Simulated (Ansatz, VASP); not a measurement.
**GaAs: VASP beside Ansatz**

```
Ga As
1.0
     0.00000    2.80169    2.80169
     2.80169    0.00000    2.80169
     2.80169    2.80169    0.00000
Ga As
1 1
Direct
  0.00000 0.00000 0.00000
  0.75000 0.75000 0.75000
```

Alike in both runs: functional LDA; k mesh 12 × 12 × 12; occupations gaussian, width 0.1 eV; no spin polarisation.

Ansatz relaxed the structure, and its values are those at the end. VASP's run is a single point on that final structure, the one shown.

|  | VASP | Ansatz |
| --- | --- | --- |
| version | VASP 6.6.1 | Ansatz 0.2.0 |
| potentials or method | VASP PAW LDA potentials, release 64 (Ga_d, As) | scalar-relativistic, plane waves, PAW |
| plane-wave cutoff (eV) | 520 | 420 |
| valence electrons in the cell | 18 | 28 |

VASP gave:

- gap on the k mesh at the Fermi level (eV): 0.54
- least direct gap on the mesh (eV): 0.54
- pressure (GPa): 0.3

Task: Which values does Ansatz return?

Result: gap on the k mesh at the Fermi level (eV): 0.49; least direct gap on the mesh (eV): 0.49; pressure (GPa): 0.0.

The two sets of potentials don't hold the same shells in valence.

A k mesh can miss the band edges.
